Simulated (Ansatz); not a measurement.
Mo (P6/mmm), clamped-ion strain scan

These are results of Ansatz, DFT PBE, scalar-relativistic, plane waves, PAW, not measurements. Settings: plane waves to 420 eV, k-mesh 21×21×18 (Γ-centred), Gaussian smearing 0.15 eV. No spin polarisation. Energies are free energies at this smearing, counted from the undisturbed cell; pressure is positive in compression.

The undisturbed cell (as given, not relaxed at this level; it stands at 3.4 GPa; this form isn't the usual structure):

```
Mo
1.0
     2.73551    0.00000    0.00000
    -1.36776    2.36902    0.00000
     0.00000    0.00000    2.55518
Mo
1
Direct
  0.00000 0.00000 0.50000
```

The cell is strained by ε times the Voigt pattern (1, -1, 0, 0, 0, 0) (xx, yy, zz, yz, xz, xy; engineering shear) with fractional coordinates fixed. The cell is metallic on the mesh throughout.

```tsv
ε	ΔE (meV/atom)
-0.1000	81.9
-0.0750	18.2
-0.0500	-4.3
0.0000	0.0
0.0250	-4.4
0.0750	-17.0
0.1000	-0.7
```

(1) Predict the stress summed along the pattern (GPa, tension positive) at each point.

Results:

(1)
```
      ε  stress summed along the pattern (GPa, tension positive)
-0.1000                                                   -30.75
-0.0750                                                   -14.37
-0.0500                                                    -1.64
 0.0000                                                     0.00
 0.0250                                                    -3.68
 0.0750                                                     0.84
 0.1000                                                     8.59
```